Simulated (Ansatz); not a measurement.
## Trial inputs on MnSb

The reference input for Ansatz (plane-wave DFT with PAW):

```yaml
crystal:
  lattice:
    - [0.0, 2.795016, 2.795016]
    - [2.795016, 0.0, 2.795016]
    - [2.795016, 2.795016, 0.0]
  atoms:
    - { symbol: Mn, position: [0.0, 0.0, 0.0], spin: 4.0 }
    - { symbol: Sb, position: [0.5, 0.5, 0.5] }
basis:
  ecutwfc: 420
kpoints:
  mp_grid: { grid: [4, 4, 4] }
hamiltonian:
  xc: pbe
scf:
  occupations: { method: gaussian, width: 0.1 }
  lower_state_search: "off"
output:
  forces: true
  stress: true
  eigenvalues: true
  populations: true
magnetization:
  spin_polarized: true
```

Command:

```bash
ansatz run input.yaml --threads 1 --pin off --max-ram 1331MiB --backend cpu --events-out ev --progress --plain --runs-dir out
```

The run converges in 10 SCF iterations on 8 irreducible k-points: pressure -0.17 GPa, no gap, cell moment 3.81 μB.

The inputs are trials, many of them unsound on purpose. Their numbers show the effect of the settings and aren't properties of the material. Each trial's input is given as a difference from the reference's; energies are extrapolated to zero smearing where there is one, and pressure is positive in compression.

Trial 1 (volume scaled):

```diff
 crystal:
   lattice:
-    - [0.0, 2.795016, 2.795016]
-    - [2.795016, 0.0, 2.795016]
-    - [2.795016, 2.795016, 0.0]
+    - [0.0, 2.8587678603, 2.8587678603]
+    - [2.8587678603, 0.0, 2.8587678603]
+    - [2.8587678603, 2.8587678603, 0.0]
   atoms:
-    - { symbol: Mn, position: [0.0, 0.0, 0.0], spin: 4.0 }
-    - { symbol: Sb, position: [0.5, 0.5, 0.5] }
+    - { symbol: Mn, position: [0.0, 0.0, 0.0], spin: 4.18 }
+    - { symbol: Sb, position: [0.5, 0.5, 0.5], spin: -0.12 }
```

What does the program give?

The run converges in 13 SCF iterations on 8 irreducible k-points: energy 16.8 meV per atom above the reference, pressure -3.15 GPa, no gap, cell moment 3.92 μB.

Trial 2:

```diff
 crystal:
   atoms:
-    - { symbol: Mn, position: [0.0, 0.0, 0.0], spin: 4.0 }
-    - { symbol: Sb, position: [0.5, 0.5, 0.5] }
+    - { symbol: Mn, position: [0.0, 0.0, 0.0], spin: 4.18 }
+    - { symbol: Sb, position: [0.5, 0.5, 0.5], spin: -0.12 }
 basis:
-  ecutwfc: 420
+  ecutwfc: 300
 output:
+  dos: { projected: true }
```

What does the program give?

The run converges in 11 SCF iterations on 8 irreducible k-points: energy 110 meV per atom above the reference, pressure -0.04 GPa, no gap, cell moment 3.81 μB. It warns that the cutoff lies under the recommended one, 420 eV for these potentials.